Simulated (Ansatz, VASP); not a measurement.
**Pd: VASP beside Ansatz**

```xyz
1
Lattice="0.0000 2.0532 1.7452 2.0532 0.0000 1.7452 2.0532 2.0532 0.0000" Properties=species:S:1:pos:R:3 pbc="T T T"
Pd    0.0000    0.0000    0.0000
```

Alike in both runs: task single point; functional LDA; k mesh 24 × 24 × 24; occupations gaussian, width 0.15 eV; no spin polarisation.

|  | VASP | Ansatz |
| --- | --- | --- |
| version | VASP 6.6.1 | Ansatz 0.2.0 |
| potentials or method | VASP PAW LDA potentials, release 64 (Pd) | scalar-relativistic, plane waves, PAW |
| plane-wave cutoff (eV) | 520 | 420 |
| valence electrons in the cell | 10 | 18 |

|  | VASP | Ansatz | Ansatz less VASP |
| --- | --- | --- | --- |
| gap on the k mesh at the Fermi level (eV) | none | none | - |
| pressure (GPa) | -6.9 | -7.1 | -0.23 |
| largest component of the traceless stress (GPa) | 2.75 | 2.78 | +0.033 |

A gap of «none» marks a metal or a gap that the smearing closes. The two sets of potentials don't hold the same shells in valence.
